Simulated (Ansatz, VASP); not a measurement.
RuS: VASP beside Ansatz

```xyz
2
Lattice="0.0000 2.5468 2.5468 2.5468 0.0000 2.5468 2.5468 2.5468 0.0000" Properties=species:S:1:pos:R:3 pbc="T T T"
Ru    2.5468    2.5468    2.5468
S     0.0000    0.0000    0.0000
```

The cell comes from a database or a generator and needn't be the stable form of this composition.

Alike in both runs: task single point; functional LDA; k mesh 6 × 6 × 6; occupations gaussian, width 0.05 eV; collinear spin, ferromagnetic start; Hubbard terms Ru d U = 4 eV.

|  | VASP | Ansatz |
| --- | --- | --- |
| version | VASP 6.6.1 | Ansatz 0.2.0 |
| potentials or method | VASP PAW LDA potentials, release 64 (Ru_pv, S) | Ansatz PAW |
| plane-wave cutoff (eV) | 520 | 420 |
| valence electrons in the cell | 20 | 22 |

Ansatz gave:

```
gap on the k mesh at the Fermi level (eV)                     : none
pressure (GPa)                                                : -16.9
net moment per atom (μB)                                      : 0.00
size of the moment on the site where the two differ most (μB) : 0.00
```

Q: What did VASP give for the same quantities?

A: gap on the k mesh at the Fermi level (eV): none; pressure (GPa): -15.3; net moment per atom (μB): 0.97; size of the moment on the site where the two differ most (μB): 1.85.

The net moments differ so much that the two runs ended in different magnetic states, which moves the other rows too. Site moments also hang on the region over which each program counts them. The programs project onto different local orbitals, so the same U acts differently. A gap of «none» marks a metal or a gap that the smearing closes. The two sets of potentials don't hold the same shells in valence.

Caveats: the magnetic or orbital state may not be the lowest (Ansatz); the PAW data sets come from PBE, with cores solved anew for the run's functional, which leaves a small shift of forces and pressure (Ansatz); the starting moments weren't kept (Ansatz). The state reached can hang on the start; a lower one may exist.
